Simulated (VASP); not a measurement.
# InP (F-43m) in VASP: further runs

Runs on InP. Level: PBEsol. Tasks: relaxation of cell and atoms, relaxation of the atoms.

All numbers are computed with VASP 6.6.1; they aren't measurements. Logs are shortened: lines on timing, memory, paths and dates and some standing lists are left out, and cuts for length are marked.

### Step 1. The crystal as given

It takes space group F-43m (No. 216, cubic). The conventional cell has a = 5.861 Å, b = 5.861 Å, c = 5.861 Å, α = 90.00°, β = 90.00°, γ = 90.00°. In (site symmetry -43m) is surrounded by 4 P at 2.54 Å. P (site symmetry -43m) has 4 In at 2.54 Å as nearest neighbours.

### Step 2. Relaxation of cell and atoms, PBEsol

Contents of INCAR:

```
ALGO = Normal ; EDIFF = 1E-6
EDIFFG = -0.01 ; ENCUT = 600
GGA = PS ; IBRION = 2
ISIF = 3 ; ISMEAR = 0
LASPH = T ; LCHARG = F
LREAL = F ; LWAVE = F
NELM = 80 ; NSW = 90
PREC = Accurate ; SIGMA = 0.03
```

Contents of KPOINTS:

```
k-points
0
Gamma
  8 8 8
```

Contents of POSCAR:

```
InP
1.0
    0.0000000000      2.9305000000      2.9305000000
    2.9305000000      0.0000000000      2.9305000000
    2.9305000000      2.9305000000      0.0000000000
In P
1 1
Direct
    0.0000000000      0.0000000000      0.0000000000
    0.2500000000      0.2500000000      0.2500000000
```

Potentials or basis: VASP PAW PBE potentials, release 64 (In_d, P).

On the command line:

```sh
$ cat potpaw_PBE.64/In_d/POTCAR potpaw_PBE.64/P/POTCAR > POTCAR
$ mpirun -np 1 vasp_std > vasp.out
```

OUTCAR:

```text
EDIFF = 1E-6
   EDIFFG = -0.01
   ENCUT = 600
   GGA = PS
   IBRION = 2
   ISIF = 3
   ISMEAR = 0
   LASPH = T
   LREAL = F
   NELM = 80
   NSW = 90
   PREC = Accurate

 ion  position               nearest neighbor table
   1  0.000  0.000  0.000-   2 2.54   2 2.54   2 2.54   2 2.54
   2  0.250  0.250  0.250-   1 2.54   1 2.54   1 2.54   1 2.54

  LATTYP: Found a face centered cubic cell.
 ALAT       =     5.8610000000

  Lattice vectors:

 A1 = (   0.0000000000,   2.9305000000,   2.9305000000)
 A2 = (   2.9305000000,   0.0000000000,   2.9305000000)
 A3 = (   2.9305000000,   2.9305000000,   0.0000000000)

Analysis of symmetry for initial positions (statically):
=====================================================================
 Subroutine PRICEL returns:
 Original cell was already a primitive cell.

 Routine SETGRP: Setting up the symmetry group for a
 face centered cubic supercell.

 Subroutine GETGRP returns: Found 24 space group operations
 (whereof 24 operations were pure point group operations)
 out of a pool of 48 trial point group operations.

The static configuration has the point symmetry T_d .

Analysis of symmetry for dynamics (positions and initial velocities):
=====================================================================
 Subroutine PRICEL returns:
 Original cell was already a primitive cell.

 Routine SETGRP: Setting up the symmetry group for a
 face centered cubic supercell.

 Subroutine GETGRP returns: Found 24 space group operations
 (whereof 24 operations were pure point group operations)
 out of a pool of 48 trial point group operations.

The dynamic configuration has the point symmetry T_d .

 Subroutine INISYM returns: Found 24 space group operations
 (whereof 24 operations are pure point group operations),
 and found     1 'primitive' translations

----------------------------------------------------------------------------------------

                                     Primitive cell

  volume of cell :      50.3333

  direct lattice vectors                    reciprocal lattice vectors
     0.000000000  2.930500000  2.930500000    -0.170619348  0.170619348  0.170619348
     2.930500000  0.000000000  2.930500000     0.170619348 -0.170619348  0.170619348
     2.930500000  2.930500000  0.000000000     0.170619348  0.170619348 -0.170619348

  length of vectors
     4.144352845  4.144352845  4.144352845     0.295521380  0.295521380  0.295521380

  position of ions in fractional coordinates (direct lattice)
     0.000000000  0.000000000  0.000000000
     0.250000000  0.250000000  0.250000000

  ion indices of the primitive-cell ions
[... 100 lines left out ...]
   GGA     = PS    functional components
   LHFCALC =     F    Hartree Fock is set to
   AEXX    =    0.0000 exact exchange contribution
   IVDW    =     0    specifies the selected vdW correction
   LEPSILON=     F    determine dielectric tensor
   LRPA    =     F    only Hartree local field effects (RPA)
 conjugate gradient relaxation of ions
 non-spin polarized calculation
 Gauss-broadening in eV      SIGMA  =   0.03
  energy-cutoff  :      600.00
  volume of cell :       50.33
 maximum number of plane-waves:      1700
 NGX is ok and might be reduce to    36
   NGX = 17   NGY = 17   NGZ = 17

--------------------------------------- Ionic step        1  -------------------------------------------

 number of electron      17.9999998 magnetization

 Free energy of the ion-electron system (eV)
  ---------------------------------------------------
  ext. energy  EPLUGINS =         0.00000000
  ---------------------------------------------------
  free energy    TOTEN  =        -9.15420227 eV

  energy without entropy =       -9.15420227  energy(sigma->0) =       -9.15420227

------------------------ aborting loop because EDIFF is reached ----------------------------------------

  FORCE on cell =-STRESS in cart. coord.  units (eV):
  Direction    XX          YY          ZZ          XY          YZ          ZX
  --------------------------------------------------------------------------------------
  -------------------------------------------------------------------------------------
  Total        0.1927368      0.1927368      0.1927368      0.0000000      0.0000000      0.0000000
  in kB        6.1350783      6.1350783      6.1350783      0.0000000      0.0000000      0.0000000
  external PRESSURE =       6.1350783 kB  Pullay stress =       0.0000000 kB
[... 59 lines left out ...]
--------------------------------------- Ionic step        3  -------------------------------------------

 number of electron      17.9999998 magnetization

 Free energy of the ion-electron system (eV)
  ---------------------------------------------------
  ext. energy  EPLUGINS =         0.00000000
  ---------------------------------------------------
  free energy    TOTEN  =        -9.15507187 eV

  energy without entropy =       -9.15507187  energy(sigma->0) =       -9.15507187

 E-fermi :   5.1924     XC(G=0):  -9.4390

 val. band max:        4.9938460224   @ k =   0.0000   0.0000   0.0000
 cond. band min:       5.5600274206   @ k =   0.0000   0.0000   0.0000
 fundamental gap:      0.5661813982
 Fermi energy:         5.1923669079

 k-point     1 :       0.0000    0.0000    0.0000
  band No.  band energies     occupation
      1      -9.1376      2.00000
      2      -9.1376      2.00000
      3      -9.1376      2.00000
      4      -8.9876      2.00000
      5      -8.9876      2.00000
      6      -6.4923      2.00000
      7       4.9938      2.00000
      8       4.9938      2.00000
      9       4.9938      2.00000
     10       5.5600      0.00000
     11       9.0098      0.00000
     12       9.0098      0.00000
     13       9.0098      0.00000
[... 354 lines left out ...]
  band No.  band energies     occupation
      1      -9.2687      2.00000
      2      -9.0900      2.00000
      3      -9.0701      2.00000
      4      -8.9931      2.00000
      5      -8.9748      2.00000
      6      -4.4547      2.00000
      7      -0.5732      2.00000
      8       2.2830      2.00000
      9       3.3562      2.00000
     10       8.0707      0.00000
     11       9.0722      0.00000
     12      10.7919      0.00000
     13      12.1029      0.00000

 [... further k-points ...]

------------------------ aborting loop because EDIFF is reached ----------------------------------------

  FORCE on cell =-STRESS in cart. coord.  units (eV):
  Direction    XX          YY          ZZ          XY          YZ          ZX
  --------------------------------------------------------------------------------------
  -------------------------------------------------------------------------------------
  Total       -0.0027194     -0.0027194     -0.0027194      0.0000000      0.0000000     -0.0000000
  in kB       -0.0857854     -0.0857854     -0.0857854      0.0000000      0.0000000     -0.0000000
  external PRESSURE =      -0.0857854 kB  Pullay stress =       0.0000000 kB
[... 17 lines left out ...]
  FREE ENERGIE OF THE ION-ELECTRON SYSTEM (eV)
  ---------------------------------------------------
  free  energy   TOTEN  =        -9.1550718674 eV

  energy  without entropy=       -9.1550718674  energy(sigma->0) =       -9.15507187

 reached required accuracy - stopping structural energy minimisation
```

Wall time 44 s (1 thread of Intel Xeon Platinum 8259CL at 2.50GHz (Skylake/Cascade Lake), shared host); peak memory 0.22 GiB.

Results:

```yaml
Free_energy: -9.1551 eV
Relaxed_volume: 25.39 Å³/atom
Relaxed_cell: a = 4.157 Å, b = 4.157 Å, c = 4.157 Å, α = 60.00°, β = 60.00°, γ = 60.00°
Space_group_after_relaxing_to_0.05_Å: F-43m (No. 216)
Energy_gained_by_relaxing: 0.4 meV/atom
Ionic_steps: 3
Pressure_after_relaxing: 0.0 GPa
Band_gap_on_the_k_mesh: 0.57 eV, direct
```

The path:
| step | energy change (eV) | largest force (eV/Å) | pressure (GPa) | volume (Å³) |
| --- | --- | --- | --- | --- |
| 1 | 0.0000 | 0.0000 | 0.61 | 50.33 |
| 2 | -0.0006 | 0.0000 | -0.30 | 51.04 |
| 3 | -0.0009 | 0.0000 | -0.01 | 50.79 |

Final structure:
```
In P
1.0
     0.00000    2.93933    2.93933
     2.93933    0.00000    2.93933
     2.93933    2.93933    0.00000
In P
1 1
Direct
  0.00000 0.00000 0.00000
  0.25000 0.25000 0.25000
```

Caveat: the PAW data sets were made with another functional, which shifts forces and pressure a little; spin-orbit coupling is left out, which moves the levels of the heavy elements.

### Step 3. Relaxation of cell and atoms, PBEsol

This run uses another cell than the first one, of 25.39 Å³/atom, 1.009 times its volume.

Edit INCAR of step 2 so:

```diff
@@ -1,3 +1,3 @@
-ALGO = Normal ; EDIFF = 1E-6
-EDIFFG = -0.01 ; ENCUT = 600
+ALGO = Normal ; EDIFF = 1E-7
+EDIFFG = -0.005 ; ENCUT = 600
 GGA = PS ; IBRION = 2
```

KPOINTS is that of step 2.

Contents of POSCAR:

```
InP                                     
1.0
   -0.0000000000      2.9393308163      2.9393308163
    2.9393308163      0.0000000000      2.9393308163
    2.9393308163      2.9393308163      0.0000000000
  In              P             
     1     1
Direct
     0.0000000000000000    0.0000000000000000    0.0000000000000000
     0.2500000000000000    0.2500000000000000    0.2500000000000000
```

Potentials or basis: VASP PAW PBE potentials, release 64 (In_d, P).

On the command line:

```sh
$ cat potpaw_PBE.64/In_d/POTCAR potpaw_PBE.64/P/POTCAR > POTCAR
$ mpirun -np 1 vasp_std > vasp.out
```

Run time: 21 s. Hardware: 1 thread of Intel Xeon Platinum 8259CL at 2.50GHz (Skylake/Cascade Lake), shared host; peak memory 0.21 GiB.

The run converged. Its results:

| Property | Result |
| --- | --- |
| Free energy | -9.1551 eV |
| Pressure after relaxing | 0.0 GPa |
| Band gap on the k mesh | 0.57 eV, direct |

Final structure:
```yaml
crystal:
  lattice:
    - [0.00000, 2.93933, 2.93933]
    - [2.93933, 0.00000, 2.93933]
    - [2.93933, 2.93933, 0.00000]
  atoms:
    - { symbol: In, position: [0.00000, 0.00000, 0.00000] }
    - { symbol: P, position: [0.25000, 0.25000, 0.25000] }
```

Levels at points of the mesh, in eV from the valence-band top:
```tsv
k point	band 6	band 7	band 8	band 9	band 10	band 11	band 12	band 13
(0.00, 0.00, 0.00)	-11.49	0.00	0.00	0.00	0.57	4.02	4.02	4.02
(0.50, 0.00, 0.00)	-9.77	-5.75	-0.97	-0.97	1.38	4.73	4.73	6.93
(0.50, 0.50, 0.00)	-9.11	-5.78	-2.32	-2.32	1.65	2.17	9.04	9.47
```

Caveat: the relaxation stopped at its first step, so nothing moved; the PAW data sets were made with another functional, which shifts forces and pressure a little; spin-orbit coupling is left out, which moves the levels of the heavy elements.

### Step 4. Relaxation of the atoms, PBEsol (a relaxed cell with its volume scaled by 0.94)

Contents of INCAR:

```
ALGO = Fast ; EDIFF = 1E-7
EDIFFG = -0.01 ; ENCUT = 600
GGA = PS ; IBRION = 2
ISIF = 2 ; ISMEAR = 0
LASPH = T ; LCHARG = F
LREAL = F ; LWAVE = F
NELM = 80 ; NSW = 40
PREC = Accurate ; SIGMA = 0.03
```

KPOINTS is that of step 3.

Contents of POSCAR:

```
InP                                     
1.0
    0.0000000000      2.8793276366      2.8793276366
    2.8793276366      0.0000000000      2.8793276366
    2.8793276366      2.8793276366      0.0000000000
  In              P             
     1     1
Direct
     0.0000000000000000    0.0000000000000000    0.0000000000000000
     0.2500000000000000    0.2500000000000000    0.2500000000000000
```

On the command line:

```sh
$ cat potpaw_PBE.64/In_d/POTCAR potpaw_PBE.64/P/POTCAR > POTCAR
$ mpirun -np 1 vasp_std > vasp.out
```

Run time: 42 s. Hardware: 1 thread of Intel Xeon Platinum 8259CL at 2.50GHz (Skylake/Cascade Lake), shared host; peak memory 0.21 GiB.

It converged, with:

| Quantity | Value |
| --- | --- |
| Free energy | -9.1120 eV |
| Pressure after relaxing | 4.8 GPa |
| Band gap on the k mesh | 0.90 eV, direct |

Final structure:
```
CELL_PARAMETERS angstrom
0.00000 2.87933 2.87933
2.87933 0.00000 2.87933
2.87933 2.87933 0.00000
ATOMIC_POSITIONS crystal
In 0.00000 0.00000 0.00000
P 0.25000 0.25000 0.25000
```

Levels at points of the mesh, in eV from the valence-band top:
```tsv
k point	band 6	band 7	band 8	band 9	band 10	band 11	band 12	band 13
(0.00, 0.00, 0.00)	-11.93	0.00	0.00	0.00	0.90	4.01	4.01	4.01
(0.50, 0.00, 0.00)	-9.99	-6.10	-1.07	-1.07	1.52	4.73	4.73	7.03
(0.50, 0.50, 0.00)	-9.27	-6.06	-2.54	-2.54	1.54	2.15	9.44	9.88
```

Caveat: the relaxation stopped at its first step, so nothing moved; the PAW data sets were made with another functional, which shifts forces and pressure a little; spin-orbit coupling is left out, which moves the levels of the heavy elements.

### Step 5. Relaxation of the atoms, PBEsol (a relaxed cell with its volume scaled by 0.96)

INCAR is that of step 4.

KPOINTS is that of step 4.

Contents of POSCAR:

```
InP                                     
1.0
    0.0000000000      2.8996052598      2.8996052598
    2.8996052598      0.0000000000      2.8996052598
    2.8996052598      2.8996052598      0.0000000000
  In              P             
     1     1
Direct
     0.0000000000000000    0.0000000000000000    0.0000000000000000
     0.2500000000000000    0.2500000000000000    0.2500000000000000
```

On the command line:

```sh
$ cat potpaw_PBE.64/In_d/POTCAR potpaw_PBE.64/P/POTCAR > POTCAR
$ mpirun -np 1 vasp_std > vasp.out
```

Wall time 38 s (1 thread of Intel Xeon Platinum 8259CL at 2.50GHz (Skylake/Cascade Lake), shared host); peak memory 0.21 GiB.

The run converged. Its results:

```
Free energy             : -9.1366 eV
Pressure after relaxing : 3.0 GPa
Band gap on the k mesh  : 0.79 eV, direct
```

Final structure:
```xyz
2
Lattice="0.0000 2.8996 2.8996 2.8996 0.0000 2.8996 2.8996 2.8996 0.0000" Properties=species:S:1:pos:R:3 pbc="T T T"
In    0.0000    0.0000    0.0000
P     1.4498    1.4498    1.4498
```

Levels at points of the mesh, in eV from the valence-band top:
```tsv
k point	band 5	band 6	band 7	band 8	band 9	band 10	band 11	band 12	band 13
(0.00, 0.00, 0.00)	-14.05	-11.77	0.00	0.00	0.00	0.79	4.01	4.01	4.01
(0.50, 0.00, 0.00)	-14.03	-9.91	-5.98	-1.03	-1.03	1.48	4.74	4.74	7.00
(0.50, 0.50, 0.00)	-14.01	-9.21	-5.96	-2.46	-2.46	1.58	2.16	9.33	9.75
```

Caveat: the relaxation stopped at its first step, so nothing moved; the PAW data sets were made with another functional, which shifts forces and pressure a little; spin-orbit coupling is left out, which moves the levels of the heavy elements.

### Step 6. The runs side by side

```tsv
task	cell	gap on the mesh (eV)	pressure (GPa)
relaxation of cell and atoms	relaxed	0.57	0.0
relaxation of the atoms	atoms relaxed from: a relaxed cell with its volume scaled by 0.94	0.90	4.8
relaxation of the atoms	atoms relaxed from: a relaxed cell with its volume scaled by 0.96	0.79	3.0
```

Alike in all rows: level PBEsol; potentials or basis VASP PAW PBE potentials, release 64 (In_d, P); no spin polarisation; k mesh 8 × 8 × 8; cutoff (eV) 600; smearing gaussian 0.03 eV.

Caveats: the relaxation stopped at its first step, so nothing moved; the PAW data sets were made with another functional, which shifts forces and pressure a little; spin-orbit coupling is left out, which moves the levels of the heavy elements.

Total energies depend on the potentials used, so only differences within one code and one set of settings carry meaning.
